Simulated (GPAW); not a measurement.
A run of GPAW 26.7.0:

Contents of run.py:

```python
import numpy as np
from ase.dft.bandgap import bandgap
from ase.io import read, write
from gpaw import GPAW, PW
from gpaw.nlopt.matrixel import make_nlodata
from gpaw.nlopt.shg import get_shg
from gpaw.nlopt.shift import get_shift

atoms = read('InP.cif')

calc = GPAW(mode=PW(400),
            xc='PBE',
            kpts={'size': (7, 7, 7), 'gamma': True},
            occupations={'name': 'fermi-dirac', 'width': 0.05},
            nbands=18,
            convergence={'density': 1e-06},
            maxiter=75,
            txt='gpaw.txt')
atoms.calc = calc
energy = atoms.get_potential_energy()
calc.write('gs.gpw')
write('result.traj', atoms)
print(f'Energy: {energy:.6f} eV')
print('Fermi level:', round(calc.get_fermi_level(), 4), 'eV')
print(f'Gap: {bandgap(calc)[0]:.4f} eV, direct: {bandgap(calc, direct=True)[0]:.4f} eV')

dense = calc.fixed_density(kpts={'size': (4, 4, 4), 'gamma': True},
                           nbands=35, convergence={'bands': 29},
                           symmetry={'point_group': False}, txt='dense.txt')
dense.write('dense.gpw', mode='all')

nlodata = make_nlodata('dense.gpw', nf=29)
freqs = np.linspace(0, 6, 121)
shg, shift = [freqs], [freqs]
for pol in ['xxy', 'xxz', 'zzz']:
    chi = get_shg(nlodata, freqs=freqs, eta=0.2, pol=pol, gauge='vg', out_name=f'shg_{pol}.npy')[1] * 1e12  # pm/V
    sigma = get_shift(nlodata, freqs=freqs, eta=0.2, pol=pol, out_name=f'shift_{pol}.npy')[1] * 1e6  # uA/V^2
    shg += [chi.real, chi.imag]
    shift += [sigma.real]
    print(f'chi(2) {pol} at zero frequency: {chi[0].real:.3f} pm/V')
np.savetxt('shg.dat', np.array(shg).T, fmt='%.3f')
np.savetxt('shift.dat', np.array(shift).T, fmt='%.3f')
```

InP.cif

```cif
data_InP
_cell_length_a 4.03075127
_cell_length_b 4.03075127
_cell_length_c 4.03075127
_cell_angle_alpha 60.00000000
_cell_angle_beta 60.00000000
_cell_angle_gamma 60.00000000
_space_group_name_H-M_alt 'P1'
_space_group_name_Hall 'P 1'
_space_group_IT_number 1
loop_
_space_group_symop_operation_xyz
'x,y,z'
loop_
_atom_site_label
_atom_site_type_symbol
_atom_site_symmetry_multiplicity
_atom_site_Wyckoff_symbol
_atom_site_fract_x
_atom_site_fract_y
_atom_site_fract_z
_atom_site_occupancy
In1 In 1 a 0.0000000000 0.0000000000 0.0000000000 1
P1 P 1 a 0.7500000000 0.7500000000 0.7500000000 1
```

Potentials or basis: GPAW PAW data sets (gpaw-data 1.2.1), pw.

Command:

```console
$ OMP_NUM_THREADS=1 python run.py
```

Hardware: 1 thread of Arm Neoverse V1 (shared host).

Task: How long does it take, and how much memory?

Result: It took 44 s on 1 thread of Arm Neoverse V1, on a shared host, peak memory 0.18 GiB. Counts: scf iterations 19, plane waves 869, bands 18, k points 20.
